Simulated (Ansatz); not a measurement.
# ZnSe: the cost of one run

Program: Ansatz 0.2.0. Level of theory: DFT PBEsol, scalar-relativistic, plane waves, PAW. These are calculated values, not measurements.

2 further runs of the same task are left out: 1 for a known fault of the program, 1 set aside as unsound or not needed.

**1. The starting structure**

Symmetry: F-43m, No. 216, cubic system. Conventional cell: a = 5.668 Å, b = 5.668 Å, c = 5.668 Å, α = 90.00°, β = 90.00°, γ = 90.00°. Around Zn (site symmetry -43m) lie 4 Se at 2.45 Å. Se (site symmetry -43m) is surrounded by 4 Zn at 2.45 Å.

Coordinates:

```
CELL_PARAMETERS angstrom
0.00000 2.83380 2.83380
2.83380 0.00000 2.83380
2.83380 2.83380 0.00000
ATOMIC_POSITIONS crystal
Zn 0.00000 0.00000 0.00000
Se 0.75000 0.75000 0.75000
```

The structure comes from the Crystallography Open Database.

**2. Reference: the cell as listed**

The input, input.yaml:

```yaml
crystal:
  lattice:
    - [0.0, 2.8338, 2.8338]
    - [2.8338, 0.0, 2.8338]
    - [2.8338, 2.8338, 0.0]
  atoms:
    - { symbol: Zn, position: [0.0, 0.0, 0.0] }
    - { symbol: Se, position: [0.75, 0.75, 0.75] }
basis:
  ecutwfc: 420
kpoints:
  mp_grid: { grid: [8, 8, 8] }
hamiltonian:
  xc: pbesol
scf:
  occupations: { method: gaussian, width: 0.02 }
output:
  forces: true
  stress: true
  eigenvalues: true
  populations: true
```

Command:

```bash
$ ansatz run input.yaml --threads 1 --pin off --max-ram 1331MiB --backend cpu --events-out ev --progress --plain --runs-dir out
```

What time and memory should one allow on 1 thread of an Arm CPU, shared host?

About 3.6 s, with a peak of 0.32 GiB.
